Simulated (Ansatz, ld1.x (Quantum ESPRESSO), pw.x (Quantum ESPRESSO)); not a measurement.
## tantalum (Ta): does the PAW potential hold in the solid?

Ta (Z = 73), PAW, made with ld1.x (Quantum ESPRESSO) 7.5 (PBE, scalar-relativistic). Core [Kr] 4d10 4f14, reference 5s2 5p6 5d3 6s2 6p0. Waves: 5s (bound): rcut 1.45, rcutus 1.65 bohr; 6s (bound): rcut 1.45, rcutus 1.65 bohr; 5p (bound): rcut 2.10, rcutus 2.50 bohr; 6p (bound, empty): rcut 2.10, rcutus 2.50 bohr; 5d (bound): rcut 1.90, rcutus 2.40 bohr; 5d channel at 4.45 Ry: rcut 1.90, rcutus 2.40 bohr; 5f channel at 0.1 Ry: rcut 1.65, rcutus 2.10 bohr; 5f channel at 1.15 Ry: rcut 1.65, rcutus 2.10 bohr. Local part: all-electron potential smoothed inside 1.04 bohr (lloc = -2). Core correction: none. Augmentation charge: BG, radius 1.60 bohr.

Crystal test: sc Ta in pw.x 7.5, no spin, 12³ k-points, Fermi–Dirac smearing 0.01 Ry, cutoffs 40/320 Ry. The lattice is a test structure that the element need not adopt, and mesh and smearing are coarse.

pw.x input:

```
&control
  calculation='scf', prefix='x', pseudo_dir='./', outdir='./tmp', tstress=.true., disk_io='none'
/
&system
  ibrav=0, nat=1, ntyp=1, ecutwfc=40, ecutrho=320, nbnd=14,
  occupations='smearing', smearing='fd', degauss=0.01
/
&electrons
  conv_thr=1e-09, mixing_beta=0.4, electron_maxstep=70
/
ATOMIC_SPECIES
Ta 1.0 Ta.UPF
CELL_PARAMETERS angstrom
  2.73132247 0.00000000 0.00000000
  0.00000000 2.73132247 0.00000000
  0.00000000 0.00000000 2.73132247
ATOMIC_POSITIONS crystal
Ta 0.0000 0.0000 0.0000
K_POINTS automatic
12 12 12 0 0 0
```

```bash
pw.x < Ta.scf.in > Ta.scf.out
```

How does the run end?

Failed (cdiaghg: S matrix not positive definite). The atomic test gives a lowest overlap eigenvalue of -0.52 in the p channel. Note: ghost state, extra bound levels that the all-electron valence spectrum of the same l lacks: f at -18.2 eV (s, p not tested). A true bound ghost makes a file unfit for plane-wave use. Its overlap operator is not positive definite. Atomic configuration tests: test run stopped at test 3 of 7 (negative rho). The log shows:

```
Message from routine setup:
     using ibrav=0 with symmetry is DISCOURAGED, use correct ibrav instead
     lattice parameter (alat)  =       5.1615  a.u.
     unit-cell volume          =     137.5041 (a.u.)^3
     number of electrons       =        13.00
     number of Kohn-Sham states=           14
     kinetic-energy cutoff     =      40.0000  Ry
     charge density cutoff     =     320.0000  Ry
     scf convergence threshold =      1.0E-09
     Exchange-correlation= SLA  PW   PBX  PBC
     number of k points=    84  Fermi-Dirac smearing, width (Ry)=  0.0100
     Error in routine cdiaghg (26):
     S matrix not positive definite
```
